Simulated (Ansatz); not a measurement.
**Ge: energy and stress against strain**

This session takes Ge and sets out to see how energy and stress answer to the strain pattern (0, 1, 0, 0, 0, 0).

Program: Ansatz 0.2.0. Level of theory: DFT PBE, scalar-relativistic, plane waves, PAW. These are calculated values, not measurements.

2 further runs of the same task are left out: 2 set aside as unsound or not needed. Runs told in other sessions of the task aren't counted.

### 1 The system as given

It takes space group Fd-3m (No. 227, cubic). The conventional cell has a = 5.761 Å, b = 5.761 Å, c = 5.761 Å, α = 90.00°, β = 90.00°, γ = 90.00°. Ge (site symmetry -43m) is surrounded by 4 Ge at 2.49 Å.

Structure file:

```
Ge
1.0
     0.00000    2.88053    2.88053
     2.88053    0.00000    2.88053
     2.88053    2.88053    0.00000
Ge
2
Direct
  0.50000 0.50000 0.50000
  0.75000 0.75000 0.75000
```

It is the result of an earlier relaxation at this level (volume 23.90 Å³/atom; gap on the mesh: none (metal)).

### 2 Zero of energy

Reference values: F = -8589.9686 eV; pressure 0.01 GPa; largest force 0.000 eV/Å; gap on the mesh none (metal). It was computed beforehand with the settings of the runs below.

### 3 Setting up energy and stress against strain

The cell is strained by ε times the Voigt pattern (0, 1, 0, 0, 0, 0) (xx, yy, zz, yz, xz, xy; engineering shear), with fractional coordinates fixed (clamped ions). The stress on the pattern is the sum of the stress components weighted by it, tension positive.

### 4 At ε = -0.0200

Contents of input.yaml:

```yaml
crystal:
  lattice:
    - [0.0, 2.8229240765, 2.8805347719]
    - [2.8805347719, 0.0, 2.8805347719]
    - [2.8805347719, 2.8229240765, 0.0]
  atoms:
    - { symbol: Ge, position: [0.5, 0.5, 0.5] }
    - { symbol: Ge, position: [0.75, 0.75, 0.75] }
basis:
  ecutwfc: 420
kpoints:
  mp_grid: { grid: [18, 18, 18] }
hamiltonian:
  xc: pbe
scf:
  occupations: { method: gaussian, width: 0.15 }
output:
  forces: true
  stress: true
  eigenvalues: true
```

Command:

```
$ ansatz run input.yaml --threads 1 --pin off --max-ram 2560MiB --backend cpu --events-out ev --progress --plain --runs-dir out
```

### 5 ε = 0.0150

Changes to input.yaml since step 4:

```diff
@@ -2,5 +2,5 @@
   lattice:
-    - [0.0, 2.8229240765, 2.8805347719]
+    - [0.0, 2.9237427935, 2.8805347719]
     - [2.8805347719, 0.0, 2.8805347719]
-    - [2.8805347719, 2.8229240765, 0.0]
+    - [2.8805347719, 2.9237427935, 0.0]
   atoms:
```

### 6 At ε = -0.0100

Changes to input.yaml since step 5:

```diff
@@ -2,5 +2,5 @@
   lattice:
-    - [0.0, 2.9237427935, 2.8805347719]
+    - [0.0, 2.8517294242, 2.8805347719]
     - [2.8805347719, 0.0, 2.8805347719]
-    - [2.8805347719, 2.9237427935, 0.0]
+    - [2.8805347719, 2.8517294242, 0.0]
   atoms:
```

### 7 ε = 0.0050

Changes to input.yaml since step 6:

```diff
@@ -2,5 +2,5 @@
   lattice:
-    - [0.0, 2.8517294242, 2.8805347719]
+    - [0.0, 2.8949374458, 2.8805347719]
     - [2.8805347719, 0.0, 2.8805347719]
-    - [2.8805347719, 2.8517294242, 0.0]
+    - [2.8805347719, 2.8949374458, 0.0]
   atoms:
```

### 8 ε = 0.0200

Changes to input.yaml since step 7:

```diff
@@ -2,5 +2,5 @@
   lattice:
-    - [0.0, 2.8949374458, 2.8805347719]
+    - [0.0, 2.9381454673, 2.8805347719]
     - [2.8805347719, 0.0, 2.8805347719]
-    - [2.8805347719, 2.8949374458, 0.0]
+    - [2.8805347719, 2.9381454673, 0.0]
   atoms:
```

### 9 ε = -0.0150

Changes to input.yaml since step 8:

```diff
@@ -2,5 +2,5 @@
   lattice:
-    - [0.0, 2.9381454673, 2.8805347719]
+    - [0.0, 2.8373267503, 2.8805347719]
     - [2.8805347719, 0.0, 2.8805347719]
-    - [2.8805347719, 2.9381454673, 0.0]
+    - [2.8805347719, 2.8373267503, 0.0]
   atoms:
```

### 10 Point ε = 0.0100

Changes to input.yaml since step 9:

```diff
@@ -2,5 +2,5 @@
   lattice:
-    - [0.0, 2.8373267503, 2.8805347719]
+    - [0.0, 2.9093401196, 2.8805347719]
     - [2.8805347719, 0.0, 2.8805347719]
-    - [2.8805347719, 2.8373267503, 0.0]
+    - [2.8805347719, 2.9093401196, 0.0]
   atoms:
```

### 11 ε = -0.0050

Changes to input.yaml since step 10:

```diff
@@ -2,5 +2,5 @@
   lattice:
-    - [0.0, 2.9093401196, 2.8805347719]
+    - [0.0, 2.866132098, 2.8805347719]
     - [2.8805347719, 0.0, 2.8805347719]
-    - [2.8805347719, 2.9093401196, 0.0]
+    - [2.8805347719, 2.866132098, 0.0]
   atoms:
```

### 12 At ε = 0.0175

Changes to input.yaml since step 11:

```diff
@@ -2,5 +2,5 @@
   lattice:
-    - [0.0, 2.866132098, 2.8805347719]
+    - [0.0, 2.9309441304, 2.8805347719]
     - [2.8805347719, 0.0, 2.8805347719]
-    - [2.8805347719, 2.866132098, 0.0]
+    - [2.8805347719, 2.9309441304, 0.0]
   atoms:
@@ -20 +20,5 @@
   eigenvalues: true
+  write_density: true
+  write_potential: true
+  elf: true
+  volumetric_format: npy
```

(Steps that only read results are left out.)

Before running it: what results should come out? Wanted: slope of the stress at ε = 0, over ±0.0050.

**Answer**, as computed:

| quantity | value |
| --- | --- |
| slope of the stress at ε = 0, over ±0.0050 | 104 GPa |

From the stress slope, C22 is about 104 GPa with the ions clamped; letting the atoms relax could not make it stiffer. No sampled point lies below the undisturbed cell.
